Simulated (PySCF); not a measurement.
Methylenecyclopropane, C4H6.
Bonds: C1–C2 (double), C2–C3, C3–C4, C2–C4. Hydrogens: H5, H6 on C1; H7, H8 on C3; H9, H10 on C4.

The same species was optimised twice, with GFN2-xTB and with PBE0-D3(BJ)/def2-SVP (PySCF), and the same property calculations (PySCF, gas phase) were run on both structures.

```json
{"coordinate": "C1=C2 (Å)", "GFN2-xTB": "1.307", "PBE0-D3(BJ)/def2-SVP": "1.323", "change": "+0.016"}
{"coordinate": "C1–H6 (Å)", "GFN2-xTB": "1.078", "PBE0-D3(BJ)/def2-SVP": "1.094", "change": "+0.016"}
{"coordinate": "C1–H5 (Å)", "GFN2-xTB": "1.078", "PBE0-D3(BJ)/def2-SVP": "1.094", "change": "+0.016"}
{"coordinate": "C3–H8 (Å)", "GFN2-xTB": "1.081", "PBE0-D3(BJ)/def2-SVP": "1.096", "change": "+0.015"}
{"coordinate": "C4–H9 (Å)", "GFN2-xTB": "1.081", "PBE0-D3(BJ)/def2-SVP": "1.096", "change": "+0.015"}
{"coordinate": "C3–H7 (Å)", "GFN2-xTB": "1.081", "PBE0-D3(BJ)/def2-SVP": "1.096", "change": "+0.015"}
{"coordinate": "C4–H10 (Å)", "GFN2-xTB": "1.081", "PBE0-D3(BJ)/def2-SVP": "1.096", "change": "+0.015"}
{"coordinate": "C3–C4 (Å)", "GFN2-xTB": "1.518", "PBE0-D3(BJ)/def2-SVP": "1.527", "change": "+0.009"}
{"coordinate": "C2–C4 (Å)", "GFN2-xTB": "1.464", "PBE0-D3(BJ)/def2-SVP": "1.462", "change": "-0.002"}
{"coordinate": "C2–C3 (Å)", "GFN2-xTB": "1.464", "PBE0-D3(BJ)/def2-SVP": "1.462", "change": "-0.002"}
{"coordinate": "H5–C1–H6 (°)", "GFN2-xTB": "116.6", "PBE0-D3(BJ)/def2-SVP": "117.7", "change": "+1.1"}
{"coordinate": "C2–C1–H5 (°)", "GFN2-xTB": "121.8", "PBE0-D3(BJ)/def2-SVP": "121.2", "change": "-0.6"}
{"coordinate": "H9–C4–H10 (°)", "GFN2-xTB": "113.4", "PBE0-D3(BJ)/def2-SVP": "113.9", "change": "+0.5"}
{"coordinate": "C3–C2–C4 (°)", "GFN2-xTB": "62.4", "PBE0-D3(BJ)/def2-SVP": "63.0", "change": "+0.6"}
{"coordinate": "H7–C3–H8 (°)", "GFN2-xTB": "113.4", "PBE0-D3(BJ)/def2-SVP": "113.9", "change": "+0.5"}
{"coordinate": "C2–C1–H6 (°)", "GFN2-xTB": "121.7", "PBE0-D3(BJ)/def2-SVP": "121.2", "change": "-0.5"}
{"coordinate": "C4–C3–H8 (°)", "GFN2-xTB": "118.4", "PBE0-D3(BJ)/def2-SVP": "117.9", "change": "-0.5"}
{"coordinate": "C3–C4–H10 (°)", "GFN2-xTB": "118.4", "PBE0-D3(BJ)/def2-SVP": "117.9", "change": "-0.5"}
```

Rotational constants: A = 19942, B = 6930, C = 5513 MHz (GFN2-xTB) against A = 19631, B = 6867, C = 5462 MHz (PBE0-D3(BJ)/def2-SVP). Point groups within 0.08 Å: C2v and C2v. Atoms that the bonding makes alike are paired by their places after alignment.

On the GFN2-xTB structure: lowest singlet, TDDFT (eV) 6.74 [CAM-B3LYP/def2-SVPD]; lowest triplet, Tamm–Dancoff (eV) 4.48 [CAM-B3LYP/def2-SVPD]; isotropic polarisability (au) 47.9 [CAM-B3LYP/def2-SVPD]; HOMO (eV) -8.84 [CAM-B3LYP/def2-SVPD]; LUMO (eV) 1.30 [CAM-B3LYP/def2-SVPD]; dipole (D) 0.44 [CAM-B3LYP/def2-SVPD]; HOMO (eV) -7.48 [PBE0/pcSseg-1]; LUMO (eV) 0.24 [PBE0/pcSseg-1]; dipole (D) 0.38 [PBE0/pcSseg-1]; GIAO shielding of C1 (ppm) 76.6 [PBE0/pcSseg-1]; GIAO shielding of C2 (ppm) 48.2 [PBE0/pcSseg-1]; GIAO shielding of C3/C4 (mean) (ppm) 181.6 [PBE0/pcSseg-1].

Task: What do these properties become on the PBE0-D3(BJ)/def2-SVP structure?

Result: 
```
                                    property                level  on GFN2-xTB  on PBE0-D3(BJ)/def2-SVP  change
                  lowest singlet, TDDFT (eV)  CAM-B3LYP/def2-SVPD         6.74                     6.71   -0.03
           lowest triplet, Tamm–Dancoff (eV)  CAM-B3LYP/def2-SVPD         4.48                     4.30   -0.18
               isotropic polarisability (au)  CAM-B3LYP/def2-SVPD         47.9                     48.9    +1.0
                                   HOMO (eV)  CAM-B3LYP/def2-SVPD        -8.84                    -8.76   +0.08
                                   LUMO (eV)  CAM-B3LYP/def2-SVPD         1.30                     1.19   -0.11
                                  dipole (D)  CAM-B3LYP/def2-SVPD         0.44                     0.45   +0.01
energy, GFN2-xTB geometry as zero (kcal/mol)  CAM-B3LYP/def2-SVPD          0.0                     -0.5    -0.5
                                   HOMO (eV)        PBE0/pcSseg-1        -7.48                    -7.41   +0.07
                                   LUMO (eV)        PBE0/pcSseg-1         0.24                     0.12   -0.12
                                  dipole (D)        PBE0/pcSseg-1         0.38                     0.39   +0.01
energy, GFN2-xTB geometry as zero (kcal/mol)        PBE0/pcSseg-1          0.0                     -0.3    -0.3
                  GIAO shielding of C1 (ppm)        PBE0/pcSseg-1         76.6                     72.6    -4.0
                  GIAO shielding of C2 (ppm)        PBE0/pcSseg-1         48.2                     44.8    -3.4
        GIAO shielding of C3/C4 (mean) (ppm)        PBE0/pcSseg-1        181.6                    179.4    -2.2
```

The heavy atoms differ by 0.007 Å rms after alignment. Among all bonds C1=C2, C1–H5, C1–H6, C3–H7, C3–H8, C4–H9 and C4–H10 change most and about equally (+0.015 to +0.016 Å). Changes are differences of the printed values. Neither structure is proved a minimum here.
